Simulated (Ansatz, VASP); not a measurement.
**Two plane-wave programs on Al**

```
Al
1.0
    -1.61509    1.61509    1.59122
     1.61509   -1.61509    1.59122
     1.61509    1.61509   -1.59122
Al
1
Cartesian
  0.0000 0.0000 0.0000
```

Change from the starting cell: strain +0.0150 x Voigt [1, 1, 0, 0, 0, 0], atoms carried along.

Alike in both runs: task single point; functional PBEsol; k mesh 20 × 20 × 20; occupations gaussian, width 0.15 eV; no spin polarisation.

|  | VASP | Ansatz |
| --- | --- | --- |
| version | VASP 6.6.1 | Ansatz 0.2.0 |
| potentials or method | VASP PAW PBE potentials, release 64 (Al) | scalar-relativistic, plane waves, PAW |
| plane-wave cutoff (eV) | 520 | 420 |
| valence electrons in the cell | 3 | 3 |

VASP gave:

```
gap on the k mesh at the Fermi level (eV)       : none
pressure (GPa)                                  : -0.1
largest component of the traceless stress (GPa) : 0.38
```

**Question.** What did Ansatz give for the same quantities?

**Answer.** gap on the k mesh at the Fermi level (eV): none; pressure (GPa): -0.1; largest component of the traceless stress (GPa): 0.37.

A gap of «none» marks a metal or a gap that the smearing closes. The functional is the same, so the differences come from potentials, cutoffs and numerics.

Caveats: the PAW data sets were made with another functional, which shifts forces and pressure a little (VASP).
